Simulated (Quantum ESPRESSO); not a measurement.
# HfB2 (P6/mmm) in Quantum ESPRESSO: further runs

The runs below take HfB2 through band structure, with PBEsol.

Program: Quantum ESPRESSO 7.5. These are calculated values, not measurements. Logs are shortened: lines on timing, memory, paths and dates and some standing lists are left out, and cuts for length are marked.

## Step 1: The crystal as given

The structure is hexagonal, space group P6/mmm (No. 191). Conventional cell: a = 3.140 Å, b = 3.140 Å, c = 3.480 Å, α = 90.00°, β = 90.00°, γ = 120.00°. Around Hf (site symmetry 6/mmm) lie 12 B at 2.51 Å. B (site symmetry -6m2) has 3 B at 1.81 Å as nearest neighbours.

## Step 2: Band structure, PBEsol

pw.in reads:

```
&CONTROL
  calculation = 'scf'
  prefix = 'pwscf'
  outdir = './tmp'
  pseudo_dir = './pseudo'
  tprnfor = .true.
  tstress = .true.
  disk_io = 'low'
/
&SYSTEM
  ibrav = 0
  celldm(1) = 8
  nat = 3
  ntyp = 2
  ecutwfc = 76
  nbnd = 15
  occupations = 'smearing'
  smearing = 'fd'
  degauss = 0.00367493
/
&ELECTRONS
  conv_thr = 6d-10
  electron_maxstep = 120
  mixing_beta = 0.5
/
ATOMIC_SPECIES
Hf   178.4900 Hf.upf
B     10.8100 B.upf
CELL_PARAMETERS alat
  0.7417175039156   0.0000000000000   0.0000000000000
 -0.3708587519578   0.6423462008265   0.0000000000000
  0.0000000000000   0.0000000000000   0.8220308642122
ATOMIC_POSITIONS crystal
Hf     0.0000000000    0.0000000000    0.0000000000
B      0.6666666667    0.3333333333    0.5000000000
B      0.3333333333    0.6666666667    0.5000000000
K_POINTS automatic
10 10 8 0 0 0
```

bands.in reads:

```
&CONTROL
  calculation = 'bands'
  prefix = 'pwscf'
  outdir = './tmp'
  pseudo_dir = './pseudo'
  disk_io = 'low'
  verbosity = 'high'
/
&SYSTEM
  ibrav = 0
  celldm(1) = 8
  nat = 3
  ntyp = 2
  ecutwfc = 76
  nbnd = 15
  occupations = 'smearing'
  smearing = 'fd'
  degauss = 0.00367493
/
&ELECTRONS
  conv_thr = 1d-08
  electron_maxstep = 120
  mixing_beta = 0.5
  diago_full_acc = .true.
  startingwfc = 'random'
/
ATOMIC_SPECIES
Hf   178.4900 Hf.upf
B     10.8100 B.upf
CELL_PARAMETERS alat
  0.7417175039156   0.0000000000000   0.0000000000000
 -0.3708587519578   0.6423462008265   0.0000000000000
  0.0000000000000   0.0000000000000   0.8220308642122
ATOMIC_POSITIONS crystal
Hf     0.0000000000    0.0000000000    0.0000000000
B      0.6666666667    0.3333333333    0.5000000000
B      0.3333333333    0.6666666667    0.5000000000
K_POINTS crystal
60
 0.0000000000  0.0000000000  0.0000000000 1
 0.0714285714  0.0000000000  0.0000000000 1
 0.1428571429  0.0000000000  0.0000000000 1
 0.2142857143  0.0000000000  0.0000000000 1
 0.2857142857  0.0000000000  0.0000000000 1
 0.3571428571  0.0000000000  0.0000000000 1
 0.4285714286  0.0000000000  0.0000000000 1
 0.5000000000  0.0000000000  0.0000000000 1
 0.4444444444  0.1111111111  0.0000000000 1
 0.3888888889  0.2222222222  0.0000000000 1
 0.3333333333  0.3333333333  0.0000000000 1
 0.2916666667  0.2916666667  0.0000000000 1
 0.2500000000  0.2500000000  0.0000000000 1
 0.2083333333  0.2083333333  0.0000000000 1
 0.1666666667  0.1666666667  0.0000000000 1
 0.1250000000  0.1250000000  0.0000000000 1
 0.0833333333  0.0833333333  0.0000000000 1
 0.0416666667  0.0416666667  0.0000000000 1
 0.0000000000  0.0000000000  0.0000000000 1
 0.0000000000  0.0000000000  0.1000000000 1
 0.0000000000  0.0000000000  0.2000000000 1
 0.0000000000  0.0000000000  0.3000000000 1
 0.0000000000  0.0000000000  0.4000000000 1
 0.0000000000  0.0000000000  0.5000000000 1
 0.0625000000  0.0000000000  0.5000000000 1
 0.1250000000  0.0000000000  0.5000000000 1
 0.1875000000  0.0000000000  0.5000000000 1
 0.2500000000  0.0000000000  0.5000000000 1
 0.3125000000  0.0000000000  0.5000000000 1
 0.3750000000  0.0000000000  0.5000000000 1
 0.4375000000  0.0000000000  0.5000000000 1
 0.5000000000  0.0000000000  0.5000000000 1
 0.4583333333  0.0833333333  0.5000000000 1
 0.4166666667  0.1666666667  0.5000000000 1
 0.3750000000  0.2500000000  0.5000000000 1
 0.3333333333  0.3333333333  0.5000000000 1
 0.3000000000  0.3000000000  0.5000000000 1
 0.2666666667  0.2666666667  0.5000000000 1
 0.2333333333  0.2333333333  0.5000000000 1
 0.2000000000  0.2000000000  0.5000000000 1
 0.1666666667  0.1666666667  0.5000000000 1
 0.1333333333  0.1333333333  0.5000000000 1
 0.1000000000  0.1000000000  0.5000000000 1
 0.0666666667  0.0666666667  0.5000000000 1
 0.0333333333  0.0333333333  0.5000000000 1
 0.0000000000  0.0000000000  0.5000000000 1
 0.5000000000  0.0000000000  0.5000000000 1
 0.5000000000  0.0000000000  0.4166666667 1
 0.5000000000  0.0000000000  0.3333333333 1
 0.5000000000  0.0000000000  0.2500000000 1
 0.5000000000  0.0000000000  0.1666666667 1
 0.5000000000  0.0000000000  0.0833333333 1
 0.5000000000  0.0000000000  0.0000000000 1
 0.3333333333  0.3333333333  0.0000000000 1
 0.3333333333  0.3333333333  0.0833333333 1
 0.3333333333  0.3333333333  0.1666666667 1
 0.3333333333  0.3333333333  0.2500000000 1
 0.3333333333  0.3333333333  0.3333333333 1
 0.3333333333  0.3333333333  0.4166666667 1
 0.3333333333  0.3333333333  0.5000000000 1
```

Potentials or basis: PseudoDojo 0.4.1 SR PBEsol standard.

The run is started by

```console
OMP_NUM_THREADS=1 mpirun -n 2 pw.x -nk 2 -in pw.in > pw.out
OMP_NUM_THREADS=1 mpirun -n 2 pw.x -nk 2 -in bands.in > bands.out
```

pw.out:

```text
This program is part of the open-source Quantum ESPRESSO suite
     for quantum simulation of materials; please cite
[... 6 lines left out ...]
     using ibrav=0 with symmetry is DISCOURAGED, use correct ibrav instead

     K-points division:     npool     =       2
     Subspace diagonalization in iterative solution of the eigenvalue problem:
     a serial algorithm will be used

     G-vector sticks info
     --------------------
     sticks:   dense  smooth     PW     G-vecs:    dense   smooth      PW
     Sum         745     745    211                17977    17977    2893

     Using Slab Decomposition

     bravais-lattice index     =            0
     lattice parameter (alat)  =       8.0000  a.u.
     unit-cell volume          =     200.5237 (a.u.)^3
     number of atoms/cell      =            3
     number of atomic types    =            2
     number of electrons       =        18.00
     number of Kohn-Sham states=           15
     kinetic-energy cutoff     =      76.0000  Ry
     charge density cutoff     =     304.0000  Ry
     scf convergence threshold =      6.0E-10
     mixing beta               =       0.5000
     number of iterations used =            8  plain     mixing
     Exchange-correlation= PBESOL
                           (   1   4  10   8   0   0   0)

     celldm(1)=   8.000000  celldm(2)=   0.000000  celldm(3)=   0.000000
     celldm(4)=   0.000000  celldm(5)=   0.000000  celldm(6)=   0.000000

     crystal axes: (cart. coord. in units of alat)
               a(1) = (   0.741718   0.000000   0.000000 )
               a(2) = (  -0.370859   0.642346   0.000000 )
               a(3) = (   0.000000   0.000000   0.822031 )

     reciprocal axes: (cart. coord. in units 2 pi/alat)
               b(1) = (  1.348222  0.778396 -0.000000 )
               b(2) = (  0.000000  1.556793  0.000000 )
               b(3) = (  0.000000 -0.000000  1.216499 )

     PseudoPot. # 1 for Hf read from file:
     Hf.upf
     Pseudo is Norm-conserving + core correction, Zval = 12.0
     Generated using ONCVPSP code by D. R. Hamann
     Using radial grid of 1656 points,  8 beta functions with:
                l(1) =   0
                l(2) =   0
                l(3) =   1
                l(4) =   1
                l(5) =   2
                l(6) =   2
                l(7) =   3
                l(8) =   3

     PseudoPot. # 2 for B  read from file:
     B.upf
     Pseudo is Norm-conserving + core correction, Zval =  3.0
     Generated using ONCVPSP code by D. R. Hamann
     Using radial grid of 1534 points,  4 beta functions with:
                l(1) =   0
                l(2) =   0
                l(3) =   1
                l(4) =   1

     atomic species   valence    mass     pseudopotential
     Hf               12.00   178.49000     Hf( 1.00)
     B                 3.00    10.81000     B ( 1.00)

     24 Sym. Ops., with inversion, found

   Cartesian axes

     site n.     atom                  positions (alat units)
         1        Hf     tau(   1) = (   0.0000000   0.0000000   0.0000000  )
         2        B      tau(   2) = (   0.3708588   0.2141154   0.4110154  )
         3        B      tau(   3) = (  -0.0000000   0.4282308   0.4110154  )

     number of k points=    70  Fermi-Dirac smearing, width (Ry)=  0.0037
                       cart. coord. in units 2pi/alat
        k(    1) = (   0.0000000   0.0000000   0.0000000), wk =   0.0025000
        k(    2) = (   0.0000000   0.0000000   0.1520624), wk =   0.0050000
        k(    3) = (   0.0000000   0.0000000   0.3041248), wk =   0.0050000
        k(    4) = (   0.0000000   0.0000000   0.4561873), wk =   0.0050000
        k(    5) = (   0.0000000   0.0000000  -0.6082497), wk =   0.0025000
        k(    6) = (   0.0000000   0.1556793   0.0000000), wk =   0.0150000
[... 62 lines left out ...]
        k(   69) = (   0.4044667   0.7005568   0.4561873), wk =   0.0300000
        k(   70) = (   0.4044667   0.7005568  -0.6082497), wk =   0.0150000

     Dense  grid:    17977 G-vectors     FFT dimensions: (  36,  36,  40)

     Initial potential from superposition of free atoms

     starting charge      17.9978, renormalised to      18.0000
     Starting wfcs are   18 randomized atomic wfcs

     Self-consistent Calculation

     iteration #  1     ecut=    76.00 Ry     beta= 0.50
     Davidson diagonalization with overlap
     ethr =  1.00E-02,  avg # of iterations =  2.7

     total energy              =    -124.67272783 Ry
     estimated scf accuracy    <       0.25297910 Ry

     iteration #  2     ecut=    76.00 Ry     beta= 0.50
     Davidson diagonalization with overlap
     ethr =  1.41E-03,  avg # of iterations =  2.1

     total energy              =    -124.74300500 Ry
     estimated scf accuracy    <       0.01742743 Ry

     iteration #  3     ecut=    76.00 Ry     beta= 0.50
     Davidson diagonalization with overlap
     ethr =  9.68E-05,  avg # of iterations =  3.9
[... 22 lines left out ...]
     total energy              =    -124.74694822 Ry
     estimated scf accuracy    <       0.00000011 Ry

     iteration #  7     ecut=    76.00 Ry     beta= 0.50
     Davidson diagonalization with overlap
     ethr =  6.14E-10,  avg # of iterations =  3.6

     total energy              =    -124.74694827 Ry
     estimated scf accuracy    <          2.9E-09 Ry

     iteration #  8     ecut=    76.00 Ry     beta= 0.50
     Davidson diagonalization with overlap
     ethr =  1.59E-11,  avg # of iterations =  3.5

     End of self-consistent calculation

          k = 0.0000 0.0000 0.0000 (  2221 PWs)   bands (ev):

   -45.2780 -14.1497 -13.6613 -13.6613   2.6749  13.3627  13.5059  13.5059
    13.6565  20.3979  20.3979  21.0557  21.0558  21.4218  21.4221

          k = 0.0000 0.0000 0.1521 (  2226 PWs)   bands (ev):

   -45.2770 -14.1920 -13.6583 -13.6583   2.9224  11.8979  13.6640  13.6640
    15.0387  19.0622  19.0622  20.5371  20.5371  21.4851  23.1429

          k = 0.0000 0.0000 0.3041 (  2238 PWs)   bands (ev):

   -45.2745 -14.2923 -13.6510 -13.6510   3.6073  10.2607  14.1217  14.1217
    16.5317  17.7714  17.7714  19.3426  19.3426  21.5020  23.9711

          k = 0.0000 0.0000 0.4562 (  2262 PWs)   bands (ev):

   -45.2719 -14.3901 -13.6436 -13.6436   4.5350   8.7738  14.7947  14.7947
    16.9680  16.9680  17.9265  18.0587  18.0587  21.5203  23.8206
[... 93 lines left out ...]
   -45.2300 -14.3401 -14.1500 -13.8088   5.9126   8.4666  12.2472  12.5989
    13.5603  17.9917  20.5036  21.7871  22.3667  23.6616  24.9195

          k = 0.0000 0.6227 0.4562 (  2251 PWs)   bands (ev):

   -45.2275 -14.3248 -14.2346 -13.7988   5.9405   8.9472  11.7880  11.9369
    13.6581  18.7495  21.3019  22.0752  23.0005  23.0701  25.5700

          k = 0.0000 0.6227-0.6082 (  2252 PWs)   bands (ev):

   -45.2265 -14.3182 -14.2694 -13.7946   5.9091   9.4074  11.3581  11.6169
    13.7454  20.1563  20.4289  21.6469  23.2317  24.0480  24.8528

          k = 0.0000-0.7784 0.0000 (  2246 PWs)   bands (ev):

   -45.2287 -14.4305 -14.0147 -13.8396   6.6296   7.4089  12.2633  13.0018
    13.5085  18.5575  19.1024  21.9805  22.1139  22.7041  23.7315

          k = 0.0000-0.7784 0.1521 (  2248 PWs)   bands (ev):

   -45.2277 -14.4240 -14.0503 -13.8354   6.8727   7.1663  12.5358  12.6993
    13.4771  18.0429  19.6824  22.1837  22.7255  22.8433  23.9168

          k = 0.0000-0.7784 0.3041 (  2246 PWs)   bands (ev):

   -45.2253 -14.4080 -14.1350 -13.8251   6.6669   7.5371  12.0998  13.0988
    13.0992  17.7883  21.0845  22.3630  23.1768  23.3081  24.6994

          k = 0.0000-0.7784 0.4562 (  2256 PWs)   bands (ev):

   -45.2228 -14.3920 -14.2181 -13.8148   6.2472   8.4129  11.6130  12.2345
    13.5699  18.7037  22.4930  22.5605  22.7568  23.4913  24.6882

          k = 0.0000-0.7784-0.6082 (  2252 PWs)   bands (ev):

   -45.2218 -14.3854 -14.2520 -13.8105   6.0896   8.9342  11.4334  11.6723
    13.7450  20.4511  20.5287  22.6488  23.6113  23.7636  24.6028

          k = 0.1348 0.2335 0.0000 (  2239 PWs)   bands (ev):

   -45.2648 -14.1139 -13.8728 -13.7158   3.3057  12.0716  13.1782  13.2216
    14.0347  18.9984  19.6443  19.7498  21.2669  22.7837  23.1876

          k = 0.1348 0.2335 0.1521 (  2240 PWs)   bands (ev):

   -45.2638 -14.1546 -13.8684 -13.7124   3.5258  12.1052  12.1544  13.2415
    14.9806  17.7201  19.4706  20.7118  21.6545  22.5451  22.7116

          k = 0.1348 0.2335 0.3041 (  2245 PWs)   bands (ev):

   -45.2613 -14.2509 -13.8584 -13.7042   4.1187  10.6930  12.3684  13.2696
    16.1908  16.5283  19.0143  20.1185  21.2867  23.5522  23.8501
[... 173 lines left out ...]
   -45.2200 -14.2445 -14.1181 -14.1004   7.1897   8.1600   9.7962  13.2222
    13.5910  19.5876  20.3680  21.2018  23.3626  23.9646  25.3647

          k = 0.4045 0.7006 0.4562 (  2250 PWs)   bands (ev):

   -45.2176 -14.2299 -14.1996 -14.0871   6.9421   7.9184  10.5560  13.1659
    13.2985  20.7316  21.7344  22.3397  22.5964  23.4941  24.3842

          k = 0.4045 0.7006-0.6082 (  2258 PWs)   bands (ev):

   -45.2166 -14.2330 -14.2238 -14.0816   6.8335   7.8195  10.9537  13.1166
    13.2115  20.8464  21.8996  22.9046  23.4044  23.6220  24.2381

     the Fermi energy is    16.2877 ev

!    total energy              =    -124.74694827 Ry
     estimated scf accuracy    <          5.6E-10 Ry
     smearing contrib. (-TS)   =      -0.00019002 Ry
     internal energy E=F+TS    =    -124.74675825 Ry

     The total energy is F=E-TS. E is the sum of the following terms:
     one-electron contribution =      -6.60418257 Ry
     hartree contribution      =      12.99944364 Ry
     xc contribution           =     -33.44217994 Ry
     ewald contribution        =     -97.69983939 Ry

     convergence has been achieved in   8 iterations

     Forces acting on atoms (cartesian axes, Ry/au):

     atom    1 type  1   force =     0.00000000    0.00000000    0.00000000
     atom    2 type  2   force =    -0.00000000   -0.00000000   -0.00000000
     atom    3 type  2   force =    -0.00000000   -0.00000000   -0.00000000

     Total force =     0.000000     Total SCF correction =     0.000000

     Computing stress (Cartesian axis) and pressure

          total   stress  (Ry/bohr**3)                   (kbar)     P=      -36.50
  -0.00023337   0.00000000   0.00000000          -34.33        0.00        0.00
   0.00000000  -0.00023337   0.00000000            0.00      -34.33        0.00
   0.00000000   0.00000000  -0.00027760            0.00        0.00      -40.84

=------------------------------------------------------------------------------=
   JOB DONE.
=------------------------------------------------------------------------------=
```

Wall time 31 s (2 MPI ranks of Arm Neoverse V2, shared host); peak memory 0.18 GiB.

What came out:

```
Free energy            : -1697.2687 eV
Pressure               : -3.6 GPa
Band gap on the k mesh : none (metal or under the smearing width)
```

Levels at the corners of the path, in eV from the Fermi level:
```csv
point,band 5,band 6,band 7,band 8,band 9,band 10,band 11,band 12,band 13,band 14
Γ,-13.61,-2.92,-2.78,-2.78,-2.63,4.11,4.11,4.77,4.77,5.13
M,-9.66,-8.88,-4.02,-3.29,-2.78,2.27,2.81,5.69,5.83,6.42
K,-8.13,-8.13,-7.65,-2.49,-2.49,1.84,1.84,3.55,9.53,9.53
Γ,-13.61,-2.92,-2.78,-2.78,-2.63,4.11,4.11,4.77,4.77,5.13
A,-11.18,-8.27,-1.03,-1.03,0.41,0.41,1.08,1.08,2.32,5.24
L,-10.20,-7.35,-4.85,-4.62,-2.54,4.16,4.24,6.36,7.32,7.48
H,-8.99,-8.99,-5.37,-3.04,-3.04,4.52,5.50,7.06,7.06,7.47
A,-11.18,-8.27,-1.03,-1.03,0.41,0.41,1.08,1.08,2.32,5.24
L,-10.20,-7.35,-4.85,-4.62,-2.54,4.16,4.24,6.36,7.32,7.48
M,-9.66,-8.88,-4.02,-3.29,-2.78,2.27,2.81,5.69,5.83,6.42
K,-8.13,-8.13,-7.65,-2.49,-2.49,1.84,1.84,3.55,9.53,9.53
H,-8.99,-8.99,-5.37,-3.04,-3.04,4.52,5.50,7.06,7.06,7.47
```

Caveat: spin-orbit coupling is left out, which moves the levels of the heavy elements.

## Step 3: Band structure, PBEsol, spin-orbit coupling, no magnetisation

Edit pw.in of step 2 so:

```diff
@@ -15,3 +15,3 @@
   ecutwfc = 76
-  nbnd = 15
+  nbnd = 30
   occupations = 'smearing'
@@ -19,2 +19,4 @@
   degauss = 0.00367493
+  noncolin = .true.
+  lspinorb = .true.
 /
```

Edit bands.in of step 2 so:

```diff
@@ -14,3 +14,3 @@
   ecutwfc = 76
-  nbnd = 15
+  nbnd = 30
   occupations = 'smearing'
@@ -18,2 +18,4 @@
   degauss = 0.00367493
+  noncolin = .true.
+  lspinorb = .true.
 /
```

Potentials or basis: PseudoDojo 0.4 FR PBEsol standard.

The run is started by

```console
OMP_NUM_THREADS=1 mpirun -n 2 pw.x -nk 2 -in pw.in > pw.out
OMP_NUM_THREADS=1 mpirun -n 2 pw.x -nk 2 -in bands.in > bands.out
```

Run time: 2.6 min. Hardware: 2 MPI ranks of Arm Neoverse V2, shared host; peak memory 0.32 GiB.

The run converged. Its results:

```yaml
Free_energy: -1700.5682 eV
Pressure: -3.7 GPa
Band_gap_on_the_k_mesh: none (metal or under the smearing width)
```

Stress tensor (GPa, compression positive):
```
-3.41  0.00  0.00
 0.00 -3.41  0.00
 0.00  0.00 -4.30
```

Levels at the corners of the path, in eV from the Fermi level:
| point | band 14 | band 15 | band 16 | band 17 | band 18 | band 19 | band 20 | band 21 | band 22 | band 23 |
| --- | --- | --- | --- | --- | --- | --- | --- | --- | --- | --- |
| Γ | -2.84 | -2.74 | -2.74 | -2.66 | -2.66 | 3.99 | 3.99 | 4.16 | 4.16 | 4.71 |
| M | -4.03 | -3.30 | -3.30 | -2.79 | -2.79 | 2.24 | 2.24 | 2.82 | 2.82 | 5.58 |
| K | -7.66 | -2.53 | -2.53 | -2.46 | -2.46 | 1.74 | 1.74 | 1.92 | 1.92 | 3.55 |
| Γ | -2.84 | -2.74 | -2.74 | -2.66 | -2.66 | 3.99 | 3.99 | 4.16 | 4.16 | 4.71 |
| A | -1.05 | -1.05 | -1.05 | 0.32 | 0.32 | 0.42 | 0.42 | 0.95 | 0.95 | 1.28 |
| L | -4.87 | -4.62 | -4.62 | -2.56 | -2.56 | 4.14 | 4.14 | 4.23 | 4.23 | 6.32 |
| H | -5.45 | -3.23 | -3.23 | -2.84 | -2.84 | 4.51 | 4.51 | 5.47 | 5.47 | 7.00 |
| A | -1.05 | -1.05 | -1.05 | 0.32 | 0.32 | 0.42 | 0.42 | 0.95 | 0.95 | 1.28 |
| L | -4.87 | -4.62 | -4.62 | -2.56 | -2.56 | 4.14 | 4.14 | 4.23 | 4.23 | 6.32 |
| M | -4.03 | -3.30 | -3.30 | -2.79 | -2.79 | 2.24 | 2.24 | 2.82 | 2.82 | 5.58 |
| K | -7.66 | -2.53 | -2.53 | -2.46 | -2.46 | 1.74 | 1.74 | 1.92 | 1.92 | 3.55 |
| H | -5.45 | -3.23 | -3.23 | -2.84 | -2.84 | 4.51 | 4.51 | 5.47 | 5.47 | 7.00 |

Caveat: some levels on the path didn't converge.
